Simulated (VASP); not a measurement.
**CuO (Tenorite): band structure with TB-mBJ**

CuO (Tenorite):

```
CELL_PARAMETERS angstrom
2.34185 -1.71130 0.00000
2.34185 1.71130 0.00000
-0.85003 0.00000 5.05787
ATOMIC_POSITIONS crystal
Cu 0.50000 0.00000 0.50000
Cu 0.00000 0.50000 0.00000
O 0.41840 0.58160 0.75000
O 0.58160 0.41840 0.25000
```

* Program: VASP 6.6.1
* Task: band structure
* Functional: TB-mBJ
* Potentials or basis: VASP PAW PBE potentials, release 64 (Cu, O)
* Cutoff: 520 eV
* k mesh: 10 × 10 × 5
* Occupations: fermi-dirac, width 0.05 eV
* Spin: no spin polarisation
* Further INCAR settings: ALGO = Normal; EDIFF = 1e-06; NBANDS = 25

```json
{
 "Band gap along the path": "none (metal or under the smearing width)"
}
```

Levels at the corners of the path, in eV from the Fermi level:
| point | band 13 | band 14 | band 15 | band 16 | band 17 | band 18 | band 19 | band 20 | band 21 | band 22 |
| --- | --- | --- | --- | --- | --- | --- | --- | --- | --- | --- |
| Γ | -2.51 | -2.43 | -2.34 | -2.02 | 0.04 | 0.88 | 2.49 | 7.12 | 9.39 | 14.56 |
| Y | -2.39 | -2.32 | -1.54 | -1.42 | -0.78 | 1.02 | 4.70 | 8.44 | 10.17 | 11.46 |
| Y | -2.39 | -2.32 | -1.54 | -1.42 | -0.78 | 1.02 | 4.70 | 8.44 | 10.17 | 11.46 |
| F | -2.24 | -2.12 | -1.52 | -1.44 | -0.60 | 0.25 | 5.55 | 7.47 | 10.05 | 10.92 |
| F | -2.24 | -2.12 | -1.52 | -1.44 | -0.60 | 0.25 | 5.55 | 7.47 | 10.05 | 10.92 |
| L | -2.00 | -2.00 | -1.52 | -1.52 | -0.27 | -0.27 | 6.51 | 6.51 | 10.37 | 10.37 |
| L | -2.00 | -2.00 | -1.52 | -1.52 | -0.27 | -0.27 | 6.51 | 6.51 | 10.37 | 10.37 |
| I | -2.13 | -2.13 | -1.64 | -1.64 | -0.22 | -0.22 | 7.10 | 7.10 | 10.49 | 10.49 |
| I1 | -2.13 | -2.13 | -1.64 | -1.64 | -0.22 | -0.22 | 7.10 | 7.10 | 10.49 | 10.49 |
| Z | -2.42 | -2.42 | -1.93 | -1.93 | 0.21 | 0.21 | 4.71 | 4.71 | 12.92 | 12.92 |
| Z | -2.42 | -2.42 | -1.93 | -1.93 | 0.21 | 0.21 | 4.71 | 4.71 | 12.92 | 12.92 |
| F1 | -2.24 | -2.12 | -1.52 | -1.44 | -0.60 | 0.25 | 5.55 | 7.47 | 10.05 | 10.92 |
| Y | -2.39 | -2.32 | -1.54 | -1.42 | -0.78 | 1.02 | 4.70 | 8.44 | 10.17 | 11.46 |
| X1 | -2.34 | -2.31 | -1.63 | -1.45 | -1.09 | 0.88 | 6.04 | 8.70 | 9.09 | 11.26 |
| X | -2.34 | -2.31 | -1.63 | -1.45 | -1.09 | 0.88 | 6.04 | 8.70 | 9.09 | 11.26 |
| Γ | -2.51 | -2.43 | -2.34 | -2.02 | 0.04 | 0.88 | 2.49 | 7.12 | 9.39 | 14.56 |
| Γ | -2.51 | -2.43 | -2.34 | -2.02 | 0.04 | 0.88 | 2.49 | 7.12 | 9.39 | 14.56 |
| N | -2.27 | -1.96 | -1.90 | -1.58 | 0.07 | 0.21 | 6.24 | 7.52 | 8.05 | 12.30 |
| M | -2.47 | -2.38 | -1.86 | -1.75 | -0.13 | 0.67 | 6.32 | 7.72 | 9.24 | 9.83 |
| Γ | -2.51 | -2.43 | -2.34 | -2.02 | 0.04 | 0.88 | 2.49 | 7.12 | 9.39 | 14.56 |

Run time: 4.8 min on 1 thread of Intel(R) Xeon(R) 6975P-C (Granite Rapids) (shared host), peak memory 0.33 GiB.

Caveat: the run has no spin polarisation, though such a crystal can be magnetic; semilocal functionals often make such compounds metallic where correlation or magnetic order opens a gap, which also shifts bond lengths.
